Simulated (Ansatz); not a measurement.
# Ideal shear of a crystal plane in BN

These are results of Ansatz 0.2.0, DFT r2SCAN, scalar-relativistic, plane waves, PAW, not measurements. The runs took a 500 eV cutoff, a Γ-centred 10×10×2 mesh and Gaussian smearing (0.05 eV). No spin polarisation. Energies are free energies at this smearing, counted from the undisturbed cell; pressure is positive in compression.

The undisturbed cell (relaxed at this level):

```xyz
12
Lattice="1.8048 -1.8048 0.0000 1.8048 0.0000 -1.8048 7.2193 7.2193 7.2193" Properties=species:S:1:pos:R:3 pbc="T T T"
B     2.8574    2.8574    2.8574
B     2.8574    1.0526    1.0526
B     6.4670    2.8574    2.8574
B     6.4670    6.4670    6.4670
B     6.4670    4.6622    4.6622
B     2.8574   -0.7522   -0.7522
N     5.5646    1.9550    1.9550
N     1.9550    1.9550    1.9550
N     5.5646    3.7598    3.7598
N     9.1742    5.5646    5.5646
N     5.5646    5.5646    5.5646
N     1.9550    0.1502    0.1502
```

The cut lies on the cell's a–b face, a (1 -1 1) plane (indices in the standard cell, whose axes needn't be the Cartesian ones shown) of area 5.64 Å², between layers 1.56 Å apart. Vector c is tilted by f times 1·a + 1·b (length 4.421 Å) with the atoms' Cartesian places fixed: one unrelaxed fault a cell. The traction is dγ/du, the slope of γ against the slip u in Å.

| f | γ (mJ/m²) | traction (GPa) |
| --- | --- | --- |
| 0.0000 | 0 | 0.0 |
| 0.0833 | 1318 | 72.0 |
| 0.1667 | 5130 | 128.3 |
| 0.2500 | 9949 | 117.5 |
| 0.3333 | 12383 | 0.1 |
| 0.4167 | 10648 | -70.1 |
| 0.5000 | 8416 | -42.8 |
| 0.5833 | 7683 | 0.4 |
| 0.6667 | 7896 | 0.0 |
| 0.7500 | 6971 | -55.1 |
| 0.8333 | 4110 | -89.6 |
| 0.9167 | 1180 | -61.0 |

Question: Read off the first barrier and the stress needed to climb it, and compare with Frenkel's sinusoid.

Answer: The first sampled maximum lies at f = 0.333, a slip of 1.47 Å, with γ ≈ 12383 mJ/m², which stands in for the unstable fault energy γ_us, and the steepest sampled slope before it is 128.3 GPa. A sinusoid γ = γ_us sin²(πu/λ) with its maximum there has λ = 2.95 Å and a largest slope πγ_us/λ = 132.0 GPa (1 mJ/m² per Å = 0.01 GPa). The stand-in is too high: a rotation axis of order three or more passes through this point, so the curvature is the same in every direction of the plane and the point is a peak of the γ-surface, which slip goes round.

Question: Is there a metastable fault on this line?

Answer: The samples dip to a local minimum of 7683 mJ/m² at f = 0.583. It lies off the rotation axes, between two maxima that lie on them, so it is most likely the pass between two peaks of the γ-surface: a saddle for slip across the line, a better estimate of γ_us, and no metastable fault.

The cut is rigid; relaxing the faces lowers these energies and usually the stresses.

Cost: 12 runs of about 7.6 core-minutes in all, on Arm Neoverse V2 (shared hosts).